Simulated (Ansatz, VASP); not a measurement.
## KBr: VASP beside Ansatz

INCAR

```
SYSTEM = KBr
PREC = Accurate ; ENCUT = 520
EDIFF = 1E-6 ; ISMEAR = -1
SIGMA = 0.05 ; LREAL = .False.
LASPH = .True. ; NELM = 80
ALGO = Normal ; ISIF = 2
LWAVE = .False. ; LCHARG = .True.
GGA = RP ; LELF = .True.
LVHAR = .True. ; NBANDS = 15
```

KPOINTS

```
Automatic mesh
0
Gamma
  7 7 7
  0 0 0
```

Contents of POSCAR:

```
KBr
1.0
    0.0000000000      3.3000000000      3.3000000000
    3.3000000000      0.0000000000      3.3000000000
    3.3000000000      3.3000000000      0.0000000000
Br K
1 1
Direct
    0.5000000000      0.5000000000      0.5000000000
    0.0000000000      0.0000000000      0.0000000000
```

File input.yaml:

```yaml
crystal:
  lattice:
    - [0.0, 3.3, 3.3]
    - [3.3, 0.0, 3.3]
    - [3.3, 3.3, 0.0]
  atoms:
    - { symbol: Br, position: [0.5, 0.5, 0.5] }
    - { symbol: K, position: [0.0, 0.0, 0.0] }
kpoints:
  mp_grid: { grid: [7, 7, 7] }
  band_path:
    path:
      - [0.0, 0.0, 0.0]
      - [0.5, 0.0, 0.5]
      - [0.5, 0.25, 0.75]
      - [0.375, 0.375, 0.75]
      - [0.0, 0.0, 0.0]
      - [0.5, 0.5, 0.5]
      - [0.625, 0.25, 0.625]
      - [0.5, 0.25, 0.75]
    npoints: 6
scf:
  occupations: { method: fermi_dirac, width: 0.05 }
hamiltonian:
  xc: rpbe
  pseudopotentials: { kind: all_electron, lapw: { basis_error: 0.001 } }
output:
  forces: true
  stress: true
  eigenvalues: true
```

Alike in both runs: functional RPBE; k mesh 7 × 7 × 7; occupations fermi-dirac, width 0.05 eV; no spin polarisation.

```csv
,VASP,Ansatz
version,VASP 6.6.1,Ansatz 0.2.0
potentials or method,"VASP PAW PBE potentials, release 64 (Br, K_sv)","all-electron LAPW, scalar-relativistic"
plane-wave cutoff (eV),520,see its input
task,single point,band structure
```

Ansatz gave:

```
gap on the k mesh at the Fermi level (eV) : 4.77
least direct gap on the mesh (eV)         : 4.77
pressure (GPa)                            : 2.1
```

Question: What did VASP give for the same quantities?

Answer: gap on the k mesh at the Fermi level (eV): 4.77; least direct gap on the mesh (eV): 4.77; pressure (GPa): 2.2.

Ansatz ran all-electron here, so the differences hold the error of VASP's frozen core and of both bases.

Caveats: the PAW data sets were made with another functional, which shifts forces and pressure a little (VASP); an odd mesh through Γ misses points on the zone boundary, where band edges often lie (VASP). RPBE gaps usually lie below the measured ones, often by a third to a half.
